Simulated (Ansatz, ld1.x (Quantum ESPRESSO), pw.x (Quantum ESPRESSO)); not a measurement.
**tantalum: one change to the PAW potential, in the atom and in the diamond crystal**

| Item | Value |
| --- | --- |
| Element | Ta (Z = 73) |
| Generator | ld1.x (Quantum ESPRESSO) 7.5 |
| Type | PAW |
| Functional | PBE |
| Relativity | scalar-relativistic |
| Frozen core | [Xe] 4f14 |
| Valence charge | 5 |
| Reference configuration | 5d3 6s2 6p0 |
| Partial waves | 6s (bound): rcut 2.95, rcutus 3.20 bohr; 6s channel at 3.7 Ry: rcut 2.95, rcutus 3.20 bohr; 6p (bound, empty): rcut 3.55, rcutus 3.85 bohr; 6p channel at 1.1 Ry: rcut 3.55, rcutus 3.85 bohr; 5d (bound): rcut 1.90, rcutus 2.25 bohr; 5d channel at 1.3 Ry: rcut 1.90, rcutus 2.25 bohr |
| Local potential | all-electron potential smoothed inside 2.30 bohr (lloc = -2) |
| Core correction | Bessel-smoothed model core inside 2.00 bohr |
| Augmentation charge | PSQ, inside the norm-conserving radii |

Change: all radii but the core radius scaled by about 0.93 (s 2.98, p 3.58, d 2.10 bohr, rcut 2.74/3.30/1.76); local potential all-electron potential smoothed inside 2.14 bohr (lloc = -2).

Cutoffs, loose and tight: the cutoffs (Ry, on a coarse ladder) from which the occupation-weighted sum of valence levels, in a spherical-Bessel basis at the reference potential, stays within 10 and 1 mRy of its value at 400 Ry. They do not see the model core or the augmentation charge, which bear on the density cutoff. Test errors are all-electron minus pseudo excitation energies from the reference, over the configurations 5d3 6s1 6p0; 5d3 6s0 6p0; 5d2 6s0 6p0; 5d2 6s2 6p1; 5d3.5 6s1.5 6p0; 5d3 6s1.5 6p0; 5d3 6s1 6p1; variants that change the core or the reference have their own tests.

Crystal test: diamond Ta in pw.x 7.5, no spin, 8³ k-points, Fermi–Dirac smearing 0.01 Ry, cutoffs set for each file from its atomic test. The reference is all-electron LAPW (Ansatz 0.2.0) with the same functional, mesh and smearing; V0 and B0 come from Birch–Murnaghan fits to the pressures at five volumes. Errors are pseudo minus all-electron; Δ is the rms difference of the E(V) curves that follow from these fits, minima aligned, over ±6 % about the mean V0. Mesh and smearing are coarse, so the numbers serve the comparison and aren't converged zero-temperature values; the lattice is a test structure that the element need not adopt.

All-electron: a0 = 6.108 Å (V0 = 28.49 Å³/atom), B0 = 68.6 GPa.

Q: Does the change bring the crystal closer to the all-electron result?

A: The mean pressure error goes from +0.96 to -0.29 GPa, so the change moves the solid closer to the all-electron pressures.

| quantity | base | changed |
| --- | --- | --- |
| outcome (atom) | generated | generated |
| cutoff, loose (atom) | 18 Ry | 21 Ry |
| cutoff, tight (atom) | 21 Ry | 30 Ry |
| bound ghosts (atom) | none | none |
| largest test error (meV) (atom) | -235 | -235 |
| cutoffs in pw.x (Ry) | 40/320 | 40/320 |
| a0 (Å) | 6.138 | 6.100 |
| a0 error (%) | +0.48 | -0.13 |
| B0 error (%) | -2.3 | -1.7 |
| Δ (meV/atom) | 6.0 | 1.8 |
| mean pressure error (GPa) | +0.96 | -0.29 |

Base: The largest radius (3.85 bohr) exceeds half the bond length (2.50 bohr), so the spheres overlap, which is one possible source of error among others. Changed file: The largest radius (3.58 bohr) exceeds half the bond length (2.50 bohr), so the spheres overlap, which is one possible source of error among others. The atomic cutoffs weigh occupied waves only.
